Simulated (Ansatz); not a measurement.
WC:

```
CELL_PARAMETERS angstrom
0.00000 2.19268 2.19268
2.19268 0.00000 2.19268
2.19268 2.19268 0.00000
ATOMIC_POSITIONS crystal
W 0.00000 0.00000 0.00000
C 0.50000 0.50000 0.50000
```

Measurements of this composition are mostly on another form, of space group No. 187.

| Property | Result |
| --- | --- |
| Program | Ansatz 0.2.0 |
| Task | relaxation of cell and atoms |
| Functional | PBEsol |
| Potentials or basis | Ansatz PAW |
| Cutoff | 420 eV (not typed: the program's choice for these potentials) |
| k mesh | 10 × 10 × 10 |
| Occupations | fermi-dirac, width 0.05 eV |
| Spin | no spin polarisation |

At the start: volume 10.54 Å³/atom.

Problem. How do energy, volume and symmetry change on relaxing?

Solution. It ends after 7 steps and the volume is 10.25 Å³/atom (-2.8 %); space group Fm-3m (No. 225, to 0.05 Å).

Step by step:
```
step  energy change (eV)  largest force (eV/Å)  volume (Å³)
   1              0.0000                0.0000        21.08
   2             -0.0161                0.0000        20.24
   3             -0.0200                0.0000        20.52
   4             -0.0200                0.0000        20.51
   5             -0.0190                0.0000        20.51
   6             -0.0190                0.0000        20.50
   7             -0.0190                0.0000        20.50
```

Final structure:
```
W C
1.0
     0.00000    2.17240    2.17240
     2.17240    0.00000    2.17240
     2.17240    2.17240    0.00000
W C
1 1
Direct
  0.00000 0.00000 0.00000
  0.50000 0.50000 0.50000
```

Caveat: the plane-wave basis is chosen anew once the cell has moved, so the energies of steps on either side of that aren't comparable; the pressure holds a Pulay correction of +0.3 GPa for the finite cutoff; the PAW data sets come from PBE, with cores solved anew for the run's functional, which leaves a small shift of forces and pressure.
